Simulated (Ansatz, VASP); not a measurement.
Given: the input of a run of Ansatz 0.2.0 on PbSe (Clausthalite).

The input input.yaml:

```yaml
crystal:
  lattice:
    - [0.0, 3.06065, 3.06065]
    - [3.06065, 0.0, 3.06065]
    - [3.06065, 3.06065, 0.0]
  atoms:
    - { symbol: Pb, position: [0.0, 0.0, 0.0] }
    - { symbol: Se, position: [0.5, 0.5, 0.5] }
hamiltonian:
  xc: pbesol
  pseudopotentials: { kind: paw }
kpoints:
  mp_grid: { grid: [8, 8, 8] }
scf:
  occupations: { method: fermi_dirac, width: 0.05 }
output:
  forces: true
  stress: true
  eigenvalues: true
```

Potentials or basis: Ansatz PAW.

Launch:

```sh
$ ansatz run input.yaml --threads 1 --pin off --max-ram 3584MiB --backend cpu --events-out ev --progress --plain --runs-dir out
```

Set up the same calculation for VASP 6.6.1. Potentials there: VASP PAW PBE potentials, release 64 (Pb_d, Se).

As run (the cutoff follows the program's own potentials):

The input INCAR:

```
PREC     = Accurate       # precision mode
ENCUT    = 520            # plane-wave cutoff, eV
EDIFF    = 1E-7           # SCF threshold, eV
ISMEAR   = -1             # smearing method
SIGMA    = 0.05           # smearing width, eV
LREAL    = False          # projectors in reciprocal space
LASPH    = True           # aspherical terms in the spheres
NELM     = 80             # most SCF steps
ALGO     = Normal         # electronic algorithm
ISIF     = 2              # what is computed and relaxed
LWAVE    = False          # write WAVECAR
LCHARG   = True           # write CHGCAR
GGA      = PS             # functional
LELF     = True           # ELF
LVHAR    = True         
NBANDS   = 17             # bands
```

KPOINTS

```
Automatic mesh
0
Gamma
  8 8 8
```

File POSCAR:

```
PbSe
1.0
    0.0000000000      3.0606500000      3.0606500000
    3.0606500000      0.0000000000      3.0606500000
    3.0606500000      3.0606500000      0.0000000000
Pb Se
1 1
Direct
    0.0000000000      0.0000000000      0.0000000000
    0.5000000000      0.5000000000      0.5000000000
```

Potentials or basis: VASP PAW PBE potentials, release 64 (Pb_d, Se).

The run is started by

```sh
$ cat potpaw_PBE.64/Pb_d/POTCAR potpaw_PBE.64/Se/POTCAR > POTCAR
$ mpirun -np 1 vasp_std > vasp.out
```

Both were run:

|  | VASP | Ansatz | Ansatz less VASP |
| --- | --- | --- | --- |
| gap on the k mesh at the Fermi level (eV) | 0.20 | 0.20 | -0.004 |
| least direct gap on the mesh (eV) | 0.20 | 0.20 | -0.004 |
| pressure (GPa) | -0.5 | -0.5 | 0.00 |

The functional is the same, so the differences come from potentials, cutoffs and numerics. The two sets of potentials don't hold the same shells in valence.

Caveats: spin-orbit coupling is left out, which as a rule narrows the gap of such compounds by several tenths of an eV; the PAW data sets were made with another functional, which shifts forces and pressure a little (VASP); the PAW data sets come from PBE, with cores solved anew for the run's functional, which leaves a small shift of forces and pressure (Ansatz).
